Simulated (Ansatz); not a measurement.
# HfO2: the cost of one run

Computed with Ansatz 0.2.0 (DFT PBE, scalar-relativistic, plane waves, PAW, unless a step's input says otherwise).

## (1) The system as given

Symmetry: P2_1/c, No. 14, monoclinic system. Conventional cell: a = 5.118 Å, b = 5.186 Å, c = 5.284 Å, α = 90.00°, β = 99.35°, γ = 90.00°. Hf (site symmetry 1) is surrounded by 7 O at 2.03 to 2.25 Å. Around O (site symmetry 1) lie 4 Hf at 2.14 to 2.25 Å. O (site symmetry 1) is surrounded by 3 Hf at 2.03 to 2.12 Å.

Structure file:

```xyz
48
Lattice="4.2593 -5.1857 5.2139 -4.2593 -5.1857 -5.2139 5.9767 5.1857 -5.2139" Properties=species:S:1:pos:R:3 pbc="T T T"
Hf   -3.0279   -4.9798   -4.1294
Hf    2.0901    0.2059   -4.1294
Hf    1.2314   -4.9798    1.0845
Hf    2.0901   -4.9798   -4.1294
Hf    4.3159   -2.3870   -3.6914
Hf    3.4573   -2.3870    1.5224
Hf    4.3159    2.7987   -3.6914
Hf   -0.8021   -2.3870   -3.6914
Hf    3.8866   -0.2059   -1.0845
Hf    4.7453   -0.2059   -6.2984
Hf    3.8866   -5.3916   -1.0845
Hf    9.0046   -0.2059   -1.0845
Hf    6.7787   -2.7987   -1.5224
Hf    1.6607   -7.9844   -1.5224
Hf    2.5194   -2.7987   -6.7363
Hf    1.6607   -2.7987   -1.5224
O     3.6015   -1.2544   -7.9246
O     2.7429   -1.2544   -2.7107
O     7.8609   -1.2544   -2.7107
O     2.7429   -6.4401   -2.7107
O    -1.4549   -3.8473   -5.1101
O     3.6631    1.3384   -5.1101
O     2.8045   -3.8473    0.1038
O     3.6631   -3.8473   -5.1101
O     3.2338    1.2544   -2.5032
O    -1.8842   -3.9313   -2.5032
O     3.2338   -3.9313   -2.5032
O     2.3751   -3.9313    2.7107
O     2.3135   -1.3384   -0.1038
O     3.1722   -1.3384   -5.3176
O     2.3135   -6.5241   -0.1038
O     7.4315   -1.3384   -0.1038
O     6.0587   -3.4661   -3.4062
O     5.2001   -3.4661    1.8076
O     6.0587    1.7196   -3.4062
O     0.9407   -3.4661   -3.4062
O     5.4653   -0.8733   -4.4146
O     4.6066   -0.8733    0.7993
O     5.4653    4.3124   -4.4146
O     0.3473   -0.8733   -4.4146
O     5.0359   -1.7196   -1.8076
O    -0.0821   -6.9053   -1.8076
O     0.7766   -1.7196   -7.0215
O    -0.0821   -1.7196   -1.8076
O     5.6294   -4.3124   -0.7993
O     0.5114   -9.4981   -0.7993
O     1.3701   -4.3124   -6.0132
O     0.5114   -4.3124   -0.7993
```

The runs take a perfect supercell of 48 atoms; the defect goes to fractional position (0.118, 0.876, 0.034).

## (2) The perfect supercell

Input file input.yaml:

```yaml
crystal:
  lattice:
    - [4.259337, -5.1857, 5.213867]
    - [-4.259337, -5.1857, -5.213867]
    - [5.976663, 5.1857, -5.213867]
  atoms:
    - { symbol: Hf, position: [0.1179, 0.87615, 0.03375] }
    - { symbol: Hf, position: [0.1179, 0.37615, 0.53375] }
    - { symbol: Hf, position: [0.6179, 0.37615, 0.03375] }
    - { symbol: Hf, position: [0.6179, 0.87615, 0.53375] }
    - { symbol: Hf, position: [0.5924, 0.58415, 0.71625] }
    - { symbol: Hf, position: [0.5924, 0.08415, 0.21625] }
    - { symbol: Hf, position: [0.0924, 0.08415, 0.71625] }
    - { symbol: Hf, position: [0.0924, 0.58415, 0.21625] }
    - { symbol: Hf, position: [0.3821, 0.12385, 0.46625] }
    - { symbol: Hf, position: [0.3821, 0.62385, 0.96625] }
    - { symbol: Hf, position: [0.8821, 0.62385, 0.46625] }
    - { symbol: Hf, position: [0.8821, 0.12385, 0.96625] }
    - { symbol: Hf, position: [0.9076, 0.41585, 0.78375] }
    - { symbol: Hf, position: [0.9076, 0.91585, 0.28375] }
    - { symbol: Hf, position: [0.4076, 0.91585, 0.78375] }
    - { symbol: Hf, position: [0.4076, 0.41585, 0.28375] }
    - { symbol: O, position: [0.3453, 0.8809, 0.9843] }
    - { symbol: O, position: [0.3453, 0.3809, 0.4843] }
    - { symbol: O, position: [0.8453, 0.3809, 0.9843] }
    - { symbol: O, position: [0.8453, 0.8809, 0.4843] }
    - { symbol: O, position: [0.1466, 0.861, 0.2657] }
    - { symbol: O, position: [0.1466, 0.361, 0.7657] }
    - { symbol: O, position: [0.6466, 0.361, 0.2657] }
    - { symbol: O, position: [0.6466, 0.861, 0.7657] }
    - { symbol: O, position: [0.1547, 0.1191, 0.5157] }
    - { symbol: O, position: [0.1547, 0.6191, 0.0157] }
    - { symbol: O, position: [0.6547, 0.6191, 0.5157] }
    - { symbol: O, position: [0.6547, 0.1191, 0.0157] }
    - { symbol: O, position: [0.3534, 0.139, 0.2343] }
    - { symbol: O, position: [0.3534, 0.639, 0.7343] }
    - { symbol: O, position: [0.8534, 0.639, 0.2343] }
    - { symbol: O, position: [0.8534, 0.139, 0.7343] }
    - { symbol: O, position: [0.8713, 0.66085, 0.86375] }
    - { symbol: O, position: [0.8713, 0.16085, 0.36375] }
    - { symbol: O, position: [0.3713, 0.16085, 0.86375] }
    - { symbol: O, position: [0.3713, 0.66085, 0.36375] }
    - { symbol: O, position: [0.5471, 0.50755, 0.88625] }
    - { symbol: O, position: [0.5471, 0.00755, 0.38625] }
    - { symbol: O, position: [0.0471, 0.00755, 0.88625] }
    - { symbol: O, position: [0.0471, 0.50755, 0.38625] }
    - { symbol: O, position: [0.6287, 0.33915, 0.63625] }
    - { symbol: O, position: [0.6287, 0.83915, 0.13625] }
    - { symbol: O, position: [0.1287, 0.83915, 0.63625] }
    - { symbol: O, position: [0.1287, 0.33915, 0.13625] }
    - { symbol: O, position: [0.9529, 0.49245, 0.61375] }
    - { symbol: O, position: [0.9529, 0.99245, 0.11375] }
    - { symbol: O, position: [0.4529, 0.99245, 0.61375] }
    - { symbol: O, position: [0.4529, 0.49245, 0.11375] }
basis:
  ecutwfc: 420
  fft_grid_basis: typed
kpoints:
  mp_grid: { grid: [2, 2, 2] }
hamiltonian:
  xc: pbe
  pseudopotentials: { kind: paw }
scf:
  occupations: { method: gaussian, width: 0.05 }
output:
  forces: true
  stress: false
  eigenvalues: true
  bader: false
  write_density: true
  volumetric_format: npy
```

On the command line:

```
$ ansatz run input.yaml --threads 4 --pin off --max-ram 10240MiB --backend cpu --events-out ev --progress --plain --runs-dir out
```

**Question.** How long does this run take on 4 threads of Intel Xeon 6975P-C (Granite Rapids), shared host, and how much memory does it need?

About 15 s, with a peak of 4 GiB.
